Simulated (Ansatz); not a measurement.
Ag:

```
Ag
1.0
     0.00000    2.04275    2.04275
     2.04275    0.00000    2.04275
     2.04275    2.04275    0.00000
Ag
1
Direct
  0.00000 0.00000 0.00000
```

| Property | Result |
| --- | --- |
| Program | Ansatz 0.2.0 |
| Task | relaxation of cell and atoms |
| Functional | HF |
| Potentials or basis | Ansatz PAW |
| Cutoff | 420 eV (not typed: the program's choice for these potentials) |
| k mesh | 6 × 6 × 6 |
| Occupations | fermi-dirac, width 0.05 eV |
| Spin | no spin polarisation |

At the start: volume 17.05 Å³/atom.

**Question.** How do energy, volume and symmetry change on relaxing?

**Answer.** It ends after 9 steps and the volume is 22.65 Å³/atom (+32.9 %); space group Fm-3m (No. 225, to 0.05 Å).

Step by step:
| step | energy change (eV) | largest force (eV/Å) | volume (Å³) |
| --- | --- | --- | --- |
| 1 | 0.0000 | 0.0000 | 17.05 |
| 2 | -0.2365 | 0.0000 | 19.66 |
| 3 | -0.2838 | 0.0000 | 21.51 |
| 4 | -0.2901 | 0.0000 | 22.57 |
| 5 | -0.2896 | 0.0000 | 22.90 |
| 6 | -0.3023 | 0.0000 | 22.90 |
| 7 | -0.3033 | 0.0000 | 22.69 |
| 8 | -0.3035 | 0.0000 | 22.65 |
| 9 | -0.3027 | 0.0000 | 22.65 |

Final structure:
```xyz
1
Lattice="0.0000 2.2457 2.2457 2.2457 0.0000 2.2457 2.2457 2.2457 0.0000" Properties=species:S:1:pos:R:3 pbc="T T T"
Ag    0.0000    0.0000    0.0000
```

Caveat: the k mesh is coarse (spacing up to 0.44 Å⁻¹), so the values aren't converged, least of all with exact exchange; the volume moved by over 15 % at a fixed basis, so the end points are rough; the plane-wave basis is chosen anew once the cell has moved, so the energies of steps on either side of that aren't comparable; the pressure holds a Pulay correction of +0.6 GPa for the finite cutoff; the volume moved by +33 % from the deposited cell, more than functionals usually miss; the PAW data sets come from PBE, with cores solved anew for the run's functional, which leaves a small shift of forces and pressure.
